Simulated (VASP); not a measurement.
The system is Hf.

```
Hf
1.0
    -1.80500    1.80500    1.80500
     1.80500   -1.80500    1.80500
     1.80500    1.80500   -1.80500
Hf
1
Cartesian
  0.0000 0.0000 0.0000
```

This isn't the form of Hf at room conditions, which is hcp.

```yaml
Program: VASP 6.6.1
Task: relaxation of cell and atoms
Functional: LDA
Potentials_or_basis: VASP PAW LDA potentials, release 64 (Hf_pv)
Cutoff: 600 eV
k_mesh: 10 × 10 × 10
Occupations: fermi-dirac, width 0.05 eV
Spin: no spin polarisation
```

At the start: pressure -12.6 GPa; volume 23.52 Å³/atom.

Question: Where does the relaxation end?

Answer: Over 4 steps the energy falls by 133.2 meV/atom and the volume is 20.43 Å³/atom (-13.1 %); space group Im-3m (No. 229, to 0.05 Å).

Step by step:
```
step  energy change (eV)  largest force (eV/Å)  pressure (GPa)  volume (Å³)
   1              0.0000                0.0000          -12.62        23.52
   2              0.0100                0.0000           19.24        17.76
   3             -0.1331                0.0000           -0.23        20.49
   4             -0.1332                0.0000            0.06        20.43
```

Final structure:
```
Hf
1.0
    -1.72214    1.72214    1.72214
     1.72214   -1.72214    1.72214
     1.72214    1.72214   -1.72214
Hf
1
Direct
  0.00000 0.00000 0.00000
```
